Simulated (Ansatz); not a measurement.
# ZrS₂ as a strained film

The calculation used DFT PBEsol, scalar-relativistic, plane waves, PAW (Ansatz). Settings: 420 eV cutoff, 12×12×6 k-mesh, Gaussian smearing of 0.02 eV, no spin polarisation.

Reference structure (relaxed):

```xyz
3
Lattice="3.6274 0.0000 0.0000 -1.8137 3.1414 0.0000 0.0000 0.0000 5.8868" Properties=species:S:1:pos:R:3 pbc="T T T"
Zr    0.0000    0.0000    0.0000
S     1.8137    1.0471    4.4337
S     0.0000    2.0943    1.4531
```

The a-b plane is strained alike in both directions, as on a substrate, while c and the atoms relax within the symmetry that the strain leaves. Stress is positive in compression; energies are free energies at the smearing used, per atom.

| strain (%) | c (Å) | σ in plane (GPa) | ΔE (meV/atom) |
| --- | --- | --- | --- |
| -3.0 | 5.9174 | 5.27 | 20.86 |
| -2.0 | 5.9105 | 3.38 | 9.08 |
| -1.0 | 5.8995 | 1.62 | 2.22 |
| +0.0 | 5.8868 | 0.00 | 0.00 |
| +1.0 | 5.8729 | -1.50 | 2.14 |
| +2.0 | 5.8554 | -2.89 | 8.37 |
| +3.0 | 5.8386 | -4.17 | 18.44 |

Get the biaxial modulus twice, from the stresses and from the energies of the innermost pair.

From stress: M = −Δσ/Δε = (1.62 − (-1.50)) / 0.020 = 156 GPa. Two in-plane directions each store σε/2, so the energy density is Mε²: M = (mean ΔE)/(V ε²) = 2.18 meV / (22.360 Å³ × 0.010²) × 0.16022 GPa Å³/meV = 156 GPa. The two agree.

How well does Mε², with M from the stresses, predict the outermost points?

19.6 meV predicted against 20.9 computed at -3.0 %; 19.6 meV predicted against 18.4 computed at +3.0 %. Compression costs more than stretching, the usual sign of bonds that stiffen as they shorten.

How does c respond, and up to what thickness can a film with 1 % or 2 % misfit stay coherent on a thick substrate?

c answers with ε_c = −0.23 ε. In an isotropic solid that ratio is 2ν/(1 − ν), so ν = r/(2 + r) = 0.10. A film of thickness h stores Mε²h per area, 15.6 mJ/m² per nm at 1 %. The Matthews–Blakeslee balance for pure edge misfit dislocations, h = b/(8πf(1 + ν)) × (ln(h/b) + 1), with b taken as the in-plane vector a = 3.63 Å, solved by iteration, gives 4.7 nm at f = 1 % and 1.6 nm at 2 %. This is an isotropic estimate in which the moduli cancel; the real Burgers vector, glide system, anisotropy and slow kinetics can shift it by a factor of a few, mostly upward.

Cost: 7 runs of about 2.9 core-minutes in all, on Intel Xeon Platinum 8375C (Ice Lake) (shared hosts).